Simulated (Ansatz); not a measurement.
Density of states of AlGa$_{3}$N$_{4}$ (Pm, a = 5.142 Å, b = 3.165 Å, c = 5.478 Å, α = 90.00°, β = 90.04°, γ = 90.00°), in states per eV and primitive cell, averaged over bins of 0.5 eV. Method: Ansatz, DFT PBEsol, scalar-relativistic, plane waves, PAW.

Cutoff 420 eV; k points 6×8×6 on the computed 8-atom cell (Γ-centred); Gaussian smearing, width 0.02 eV; no spin polarisation.

The cell is relaxed at this level. The states (both spins) are summed by tetrahedra on a 9×12×9 mesh at the self-consistent density. Energies are bin centres; the table starts no lower than −8 eV and ends at 6 eV, or lower where the solved bands end.

The gap is 2.36 eV at this level, with the zero inside it.

```csv
E − E_F (eV),total,N 2p,Ga 4p,Ga 4s,N 2s
-7.80,0.98,0.52,0.12,0.26,0.02
-7.30,3.70,2.01,0.36,1.01,0.10
-6.80,3.75,2.08,0.31,0.86,0.19
-6.30,2.80,1.62,0.27,0.39,0.21
-5.80,2.23,1.30,0.30,0.20,0.19
-5.30,2.49,1.56,0.40,0.18,0.12
-4.80,3.00,1.97,0.47,0.16,0.13
-4.30,3.35,2.31,0.52,0.14,0.11
-3.80,4.24,3.10,0.61,0.12,0.10
-3.30,5.23,4.01,0.68,0.11,0.08
-2.80,6.42,5.20,0.69,0.08,0.06
-2.30,6.14,5.19,0.57,0.04,0.03
-1.80,2.85,2.51,0.18,0.01,0.01
-1.30,0.83,0.76,0.03,0.00,0.00
-0.80,0.00,0.00,0.00,0.00,0.00
-0.30,0.00,0.00,0.00,0.00,0.00
0.20,0.00,0.00,0.00,0.00,0.00
0.70,0.00,0.00,0.00,0.00,0.00
1.20,0.00,0.00,0.00,0.00,0.00
1.70,0.06,0.01,0.00,0.02,0.03
2.20,0.15,0.03,0.02,0.04,0.06
2.70,0.30,0.06,0.05,0.06,0.10
3.20,1.14,0.16,0.30,0.18,0.32
3.70,3.00,0.42,0.90,0.43,0.72
4.20,4.01,0.60,1.32,0.46,0.71
4.70,3.42,0.56,1.10,0.45,0.55
5.20,2.92,0.55,0.85,0.44,0.38
5.70,1.82,0.42,0.47,0.36,0.17
```

The columns after the total are the main Löwdin projections on the occupied valence shells of the potentials; 3 others are left out. The rest of the total lies in those, in shells that are empty in the free atom, which aren't projected, and between the atoms.

Whether AlGa3N4 exists in this form wasn't checked.